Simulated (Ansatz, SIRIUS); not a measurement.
Given: the input of a run of Ansatz 0.2.0 on Nb. This isn't the form of Nb at room conditions, which is bcc.

File input.yaml:

```yaml
crystal:
  lattice:
    - [0.0, 2.115, 2.115]
    - [2.115, 0.0, 2.115]
    - [2.115, 2.115, 0.0]
  atoms:
    - { symbol: Nb, position: [0.0, 0.0, 0.0] }
hamiltonian:
  xc: pbesol
  pseudopotentials: { kind: paw }
kpoints:
  mp_grid: { grid: [11, 11, 11] }
scf:
  occupations: { method: fermi_dirac, width: 0.05 }
output:
  forces: true
  stress: true
  eigenvalues: true
```

Potentials or basis: Ansatz PAW.

The run is started by

```sh
$ ansatz run input.yaml --threads 1 --pin off --max-ram 3584MiB --backend cpu --events-out ev --progress --plain --runs-dir out
```

Problem. Translate it to SIRIUS 7.10.0. Potentials or basis there: PseudoDojo 0.4.1 PBEsol standard (scalar relativistic), cutoff 1127 eV.

Solution. As run (cutoffs and basis follow the program's own potentials, and thresholds, step limits or extra output files can differ):

File sirius.json:

```json
{
  "control": {
    "processing_unit": "cpu",
    "verbosity": 2,
    "num_bands_to_print": 13,
    "print_forces": true,
    "print_stress": true
  },
  "parameters": {
    "electronic_structure_method": "pseudopotential",
    "xc_functionals": ["XC_GGA_X_PBE_SOL", "XC_GGA_C_PBE_SOL"],
    "gk_cutoff": 9.1,
    "pw_cutoff": 18.2,
    "ngridk": [11, 11, 11],
    "shiftk": [0, 0, 0],
    "smearing": "fermi_dirac",
    "smearing_width": 0.0018374661,
    "num_bands": 13,
    "num_mag_dims": 0,
    "num_dft_iter": 100,
    "energy_tol": 1e-08,
    "density_tol": 1e-06
  },
  "iterative_solver": {
    "type": "davidson",
    "min_tolerance": 1e-09,
    "tolerance_scale": [0.1, 0.25]
  },
  "mixer": {
    "type": "anderson",
    "beta": 0.7,
    "max_history": 8
  },
  "settings": {
    "tol_ne": 1e-10,
    "pseudo_grid_cutoff": 6.5
  },
  "unit_cell": {
    "lattice_vectors": [
      [0.0, 3.996770753584, 3.996770753584],
      [3.996770753584, 0.0, 3.996770753584],
      [3.996770753584, 3.996770753584, 0.0]
    ],
    "atom_coordinate_units": "lattice",
    "atom_types": ["Nb"],
    "atom_files": {
      "Nb": "Nb.json"
    },
    "atoms": {
      "Nb": [
        [0.0, 0.0, 0.0]
      ]
    }
  }
}
```

Potentials or basis: PseudoDojo 0.4.1 PBEsol standard (scalar relativistic).

Launch:

```sh
$ upf_to_json Nb.upf
$ OMP_NUM_THREADS=1 sirius.scf --input=sirius.json --output=out.json --task=0
```

Both were run:

|  | Ansatz | SIRIUS |
| --- | --- | --- |
| Pressure | -7.4 GPa | -7.3 GPa |

Ansatz's pressure holds a Pulay term of +0.02 GPa for its cutoff of 420 eV, which the other run lacks.

Ansatz's potentials were made for PBE.

Where Ansatz's input types no cutoff or centring, it takes its own default and a Γ-centred mesh.

Pressure is positive in compression.
